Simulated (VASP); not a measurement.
Runs of VASP 6.6.1 on Na2S. The structure is cubic, space group Fm-3m (No. 225). The conventional cell has a = 6.498 Å, b = 6.498 Å, c = 6.498 Å, α = 90.00°, β = 90.00°, γ = 90.00°. Around Na (site symmetry -43m) lie 4 S at 2.81 Å. S (site symmetry m-3m) has 8 Na at 2.81 Å as nearest neighbours. The cell comes from a database or a generator and needn't be the stable form of this composition.

| level | potentials or basis | cutoff (eV) | gap on the mesh (eV) | pressure (GPa) | relaxed volume (Å³/atom) |
| --- | --- | --- | --- | --- | --- |
| PBEsol | VASP PAW PBE potentials, release 64 (Na_pv, S) | 600 | 2.42 | 0.0 | (c) |
| LDA | VASP PAW LDA potentials, release 64 (Na_pv, S) | 600 | 2.49 | 0.0 | (a) |
| PBEsol | VASP PAW PBE potentials, release 64 (Na_pv, S) | 300 | 2.43 | 0.0 | - |
| PBEsol | VASP PAW PBE potentials, release 64 (Na, S) | 580 | 2.47 | 0.0 | 22.59 |
| RPBE | VASP PAW PBE potentials, release 64 (Na_pv, S) | 600 | (b) | 0.0 | 24.83 |

Alike in all rows: task relaxation of cell and atoms; no spin polarisation; cell relaxed; k mesh 8 × 8 × 8; smearing gaussian 0.02 eV.

Fill in the values left out.

(a) 21.72; (b) 2.51; (c) 22.92.

Caveats: the PAW data sets were made with another functional, which shifts forces and pressure a little (some runs); the cutoff is under 1.25 times the usual one of these potentials, so pressure, stress and relaxed cells hold a basis-set (Pulay) error (some runs); the relaxation stopped at its first step, so nothing moved (some runs).

A k mesh can miss the band edges.

The runs don't all hold the same shells in valence.
